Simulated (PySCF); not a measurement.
Predicted microwave data (PySCF 2.14.0, PBE0-D3(BJ)/def2-SVP geometry optimisation, gas phase) for one isomer of C5H5N:

| Item | Value |
| --- | --- |
| Rotational constants | A = 6052, B = 5836, C = 2971 MHz |
| Dipole components | \|μa\| = 2.17 D, \|μb\| = 0.00 D, \|μc\| = 0.00 D |
| Inertial defect | 0.00 u·Å² |
| κ | 0.86 |

**Question.** Which candidate fits, each taken in the one conformer that was computed?
A. `C1(=CCC1)C#N`
B. `c1ccncc1`
C. `[CH:1]#[C:2]/[CH:3]=[CH:4]/[N:5]=[CH2:6]` with C3–C4–N5–C6 180°
D. `[CH:1]#[C:2][CH2:3][CH2:4][C:5]#[N:6]` with C2–C3–C4–C5 180°

**Answer.** B. It is c1ccncc1, an asymmetric top, point group C2v. The candidates at the same level (rigid rotor, commonest isotopes):

```
     SMILES  A (MHz)  B (MHz)  C (MHz)  μa (D)  μb (D)  μc (D)  Δ (u·Å²)  point group                        rotor
 N#CC1=CCC1    12598     2369     2046    4.31    0.12    0.00     -6.45           Cs  near-prolate asymmetric top
   c1ccncc1     6052     5836     2971    2.17    0.00    0.00      0.00          C2v               asymmetric top
C#C/C=C/N=C    29939     1487     1417    0.54    1.42    0.00      0.00           Cs  near-prolate asymmetric top
   C#CCCC#N    25583     1468     1413    3.25    0.84    0.00     -6.28           Cs  near-prolate asymmetric top
```

`C#CCCC#N` has A 323 % too high; `N#CC1=CCC1` has A 108 % too high; `C#C/C=C/N=C` has A 395 % too high. In the right answer the symmetry axis of this C2v structure is a, so μb and μc vanish by symmetry. No structure here is proved a minimum.
